Rigid, unrelaxed opening of CsCl-type AlNi (a = 2.862 Å) between an Al and a Ni (100) layer, one cut per six-atom cell. Computed with Ansatz 0.2.0: PBEsol, plane-wave PAW, scalar-relativistic, no spin polarisation, cutoff 420 eV, k mesh 20×20×7, Gaussian smearing 0.15 eV. Free energies are per area of cut, relative to the uncut crystal; positive traction resists opening.

| opening (Å) | separation energy (mJ/m²) | traction (GPa (slope of the separation energy)) |
| --- | --- | --- |
| -0.3 | 659.9 | -50.86 |
| -0.15 | 140.6 | -20.27 |
| 0 | 0 | 0.01 |
| 0.25 | 265.1 | 18.87 |
| 0.5 | 855.8 | 27.05 |
| 0.75 | 1566 | 28.99 |
| 1 | 2277 | 27.50 |
| 1.5 | 3491 | 20.65 |
| 2 | 4339 | 13.46 |
| 3 | 5154 | 3.99 |
| 4.5 | 5380 | 0.30 |
| 6 | 5395 | 0.02 |

Pulling a flawless NiAl crystal apart between an Al layer and a Ni layer takes a stress of some 30 GPa and an energy of about 5 J/m². The stress peaks when the gap has widened by less than 1 Å, and the halves hardly feel each other beyond 4 Å. The traction is the slope of the separation energy, so it gives the pull per area that holds the halves at a given opening. The uncut crystal has space group Pm-3m; all other rows have a lower symmetry.

### From −0.3 to 0.25 Å: a lopsided spring

At zero opening two forces across the cut balance. Electrons shared across the plane draw the halves together, while the overlap of filled shells and the crowding of electrons push them apart. The repulsion has the shorter reach. Opening the cut therefore weakens the repulsion first and leaves a net pull, whereas closing it makes the repulsion grow quickly.

This explains why the valley in the energy is steeper on its left side. Divided by the opening, the traction is 135 GPa/Å at −0.15 Å (20.27/0.15) but only 75 GPa/Å at 0.25 Å (18.87/0.25). The spring softens steadily as it is stretched, and this early softening already announces the peak.

### From 0.5 to 1 Å: the peak

Two tendencies now compete. A wider gap takes the halves further from their balance, which strengthens the pull, but it also thins out the shared electrons that carry the pull. Electron densities fall off roughly exponentially outside a metal surface, so it is reasonable to let the stiffness fade exponentially too. With $d$ for the opening, $\sigma$ for the traction, $k$ for the stiffness at zero opening and $l$ for the length over which the coupling fades,

$$\sigma = k\,d\,e^{-d/l}.$$

The pull is largest where the relative gain from further stretching, $1/d$, equals the relative loss of coupling, $1/l$. That happens at $d=l$. Adding up the work from zero opening gives the separation energy

$$E = E_0\left[1-\left(1+\frac{d}{l}\right)e^{-d/l}\right],\qquad E_0=k\,l^2,$$

where $E_0$ is the plateau reached at wide opening. This is the universal binding curve, and it ties the peak to two quantities read elsewhere on the curve.

The two rows on either side of zero give $k\approx 109$ GPa/Å, and the widest row gives $E_0\approx 5.4$ J/m². In SI units $k$ is $1.09\times10^{21}$ Pa/m, so

$$l=\sqrt{\frac{E_0}{k}}=\sqrt{\frac{5.4}{1.09\times10^{21}}}\ \text{m}\approx 0.70\ \text{Å},\qquad \sigma_\text{max}=\frac{E_0}{e\,l}\approx 28\ \text{GPa}.$$

The computed peak, read from a parabola through the three rows around it, is 29 GPa at 0.77 Å. None of the three rows around the peak entered the estimate, which comes out 3 % too low in height and slightly too early. The agreement supports the link between stiffness, total cost and strength. It does not prove that fading electron overlap is the cause; that part is argued from theory.

The same reasoning gives a rule of thumb, $\sigma_\text{max}=\sqrt{kE_0}/e$. A plane is strong if it is both stiff and costly to separate. If two planes cost the same energy to open, the stiffer one has the higher peak and reaches it sooner, because its coupling must fade over a shorter length.

It is tempting to picture the cut as a set of separate Al–Ni bonds, each with its own curve of this shape. These bonds lie aslant to the pull and turn upright as the gap opens. With the same initial stiffness and the same plateau, that picture puts the peak at 35 GPa, about a fifth too high. The computed forces at 0.25 Å show that it leaves something out. Bonds between the facing layers alone would load only two of the six atoms, but a third also feels 0.37 eV/Å, against 0.93 and 0.59 eV/Å on the two most strongly pulled. The effect of the cut thus reaches deeper than the facing layers. Treating the two halves as wholes works better here, although a bond model with more distant neighbours might do well too.

### From 1.5 to 3 Å: most of the bill is paid after the peak

At 0.75 Å, just before the peak, only 29 % of the final separation energy has been spent. Between 1 and 2 Å the share climbs from 42 to 80 %, although the traction is already falling. The greatest stress and the total work therefore describe different things: the first is settled early, while the second depends on how long the pull lasts. If the load is held at the peak stress, a crystal that has passed the peak opens of its own accord, because the pull between the halves can no longer match the load.

In this stretch the simple curve is least accurate. At 2 and 3 Å its energy is too low by about 160 mJ/m², or 3 % of the plateau. The computed pull holds up better than the formula to 2 Å and then drops faster: from 3 to 4.5 Å it shrinks 13-fold, against a factor of 6 in the formula. Fitting height and length freely to all twelve rows does not cure this, so the shape itself is at fault.

A likely reason is that one length has to describe two situations. Near zero the layers are embedded in each other's electrons, whereas at wide opening only the thin outer tails meet. The table does not separate these regimes, so this remains a guess.

### From 4.5 to 6 Å: two free surfaces

The last 1.5 Å add only 15 mJ/m², and the energy has all but reached its plateau. The quick ending belongs partly to the method, because PBEsol lacks the long-range dispersion attraction that would still act between real surfaces. The two unlike faces may also set up a weak electric field across the gap. The final traction of 0.02 GPa is thus too small to interpret.

The plateau is the price of one Al face and one Ni face together, 2.8 eV for each pair of surface atoms. Half of it is only their mean and need not be the energy of either face. The atoms were held in place, and forces of up to about 1 eV/Å remain on them at the widest opening, so letting them move would lower the price. The crystal between the cuts is only six layers thick, magnetism at the Ni face was not allowed, and the PAW datasets were made for PBE and not for PBEsol; how much any of these matters was not tested.

For an engineer, the 29 GPa is the strength of a perfect plane that opens everywhere at once between two rigid halves. A real part breaks at far lower stress, because a crack concentrates the load at its tip and opens the plane bit by bit. What may carry over in outline, if the tip stays sharp and does not blunt by plastic flow, is the sequence of forces there: a stiff start, a peak within the first ångström and a longer fading pull that accounts for most of the work. The printed analysis below sets both models beside every row.

Output of the analysis:

```
fit of separation_energy on 12 rows: coefficient of 1 - (1 + opening/s)*exp(-opening/s) 5467 +/- 21, s 0.6937; rms 39.3, worst 3.0 -72.4, leave-one-out rms 52.5
Models beside the calculation:
    row  share of plateau %  universal energy mJ/m2  its miss mJ/m2  universal traction GPa  slanted-bond traction GPa
   -0.3               12.23                   652.4          -7.496                  -49.88                     -37.77
  -0.15               2.606                     141          0.4037                  -20.16                     -17.86
    0.0                   0                       0               0                       0                          0
   0.25               4.914                   268.9           3.805                   19.05                      21.81
    0.5               15.86                   858.4           2.554                   26.72                      32.75
   0.75               29.03                    1553          -13.09                   28.11                         35
    1.0               42.21                    2237          -39.78                   26.28                      31.87
    1.5               64.71                    3386          -104.9                   19.39                      20.27
    2.0               80.43                    4183          -156.3                   12.72                      10.46
    3.0               95.53                    4993          -160.8                   4.617                      1.982
    4.5               99.72                    5328          -52.19                  0.8243                     0.1058
    6.0                 100                    5385           -10.3                  0.1308                   0.004377
Plateau per surface cell (one Al and one Ni face), eV: 2.758
Initial stiffness k, GPa per angstrom: 108.6
Length l from k and plateau, angstrom: 0.7048
Peak traction foretold by universal curve, GPa: 28.16
Same with stiffness interpolated linearly, GPa: 28.69
Computed peak by parabola through three rows, GPa: 29
Opening at that peak, angstrom: 0.7664
Universal peak less computed peak, percent: -2.882
Largest slanted-bond traction on the rows less computed peak, percent: 20.7
Peak traction of the freely fitted curve, GPa: 28.99
Work from tractions between 0.5 and 1 angstrom (Simpson), mJ/m2: 1421
Energy difference between the same rows, mJ/m2: 1421
Factor by which computed traction falls from 3 to 4.5 angstrom: 13.3
Same factor in the universal curve: 5.601
Energy added from 4.5 to 6 angstrom, mJ/m2: 15
```
